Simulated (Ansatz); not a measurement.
A run of Ansatz 0.2.0:

The input input.yaml:

```yaml
crystal:
  lattice:
    - [-1.8299960138, -1.0565486911, 5.9418405554]
    - [1.8299960138, -1.0565486911, 5.9418405554]
    - [0.0, 2.1130973824, 5.9418405554]
  atoms:
    - { symbol: Mn, position: [0.0, 0.0, 0.0], spin: 4.0 }
    - { symbol: Mn, position: [0.5, 0.5, 0.5], spin: -4.0 }
    - { symbol: S, position: [0.25, 0.25, 0.25] }
    - { symbol: S, position: [0.75, 0.75, 0.75] }
hamiltonian:
  xc: pbesol
  pseudopotentials: { kind: paw }
  hubbard: { sites: [{ species: Mn, l: d, u_eff: 4.0 }] }
magnetization:
  spin_polarized: true
kpoints:
  mp_grid: { grid: [9, 9, 9] }
scf:
  occupations: { method: fermi_dirac, width: 0.05 }
output:
  forces: true
  stress: true
  eigenvalues: true
```

Potentials or basis: Ansatz PAW.

Launch:

```sh
$ ansatz run input.yaml --threads 2 --pin off --max-ram 5632MiB --backend cpu --events-out ev --progress --plain --runs-dir out
```

Hardware: 2 threads of Arm Neoverse V1 (shared host).

Task: How long does it take, and how much memory?

Result: Wall time 15 s on 2 threads of Arm Neoverse V1 (shared host), peak memory 0.65 GiB. Counts: scf iterations 11, plane waves 1309, k points 85, bands 30.
